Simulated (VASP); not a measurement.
Here is a VASP 6.6.1 calculation.

Contents of INCAR:

```
SYSTEM = MgSe
PREC = Accurate
ENCUT = 600
EDIFF = 1E-7
ISMEAR = 0
SIGMA = 0.02
LREAL = .False.
LASPH = .True.
NELM = 80
ALGO = Normal
ISIF = 3
LWAVE = .False.
LCHARG = .False.
GGA = PS
IBRION = 2
NSW = 70
EDIFFG = -0.005
```

The input KPOINTS:

```
Automatic mesh
0
Gamma
  8 8 8
  0 0 0
```

Contents of POSCAR:

```
MgSe
1.0
    0.0000000000      2.7544736754      2.7544736754
    2.7544736754      0.0000000000      2.7544736754
    2.7544736754      2.7544736754      0.0000000000
Mg Se
1 1
Direct
    0.0000000000      0.0000000000      0.0000000000
    0.5000000000      0.5000000000      0.5000000000
```

Potentials or basis: VASP PAW PBE potentials, release 64 (Mg, Se).

Launch:

```sh
$ cat potpaw_PBE.64/Mg/POTCAR potpaw_PBE.64/Se/POTCAR > POTCAR
$ mpirun -np 1 vasp_std > vasp.out
```

Question: Estimate the band gap on the k mesh.

Answer: 1.76 eV, indirect (least direct gap 2.51 eV).

Question: Predict the relaxed cell.

Answer: a = 3.852 Å, b = 3.852 Å, c = 3.852 Å, α = 60.00°, β = 60.00°, γ = 60.00°.

Question: Estimate the space group after relaxing (to 0.05 Å).

Answer: Fm-3m (No. 225).

Question: What does it give for the relaxed volume?

Answer: 20.21 Å³/atom.

Step by step:
| step | energy change (eV) | largest force (eV/Å) | pressure (GPa) | volume (Å³) |
| --- | --- | --- | --- | --- |
| 1 | 0.0000 | 0.0000 | -2.03 | 41.80 |
| 2 | -0.0087 | 0.0000 | 0.35 | 40.22 |
| 3 | -0.0089 | 0.0000 | 0.00 | 40.43 |

Caveat: the PAW data sets were made with another functional, which shifts forces and pressure a little. PBEsol gaps usually lie below the measured ones, often by a third to a half.
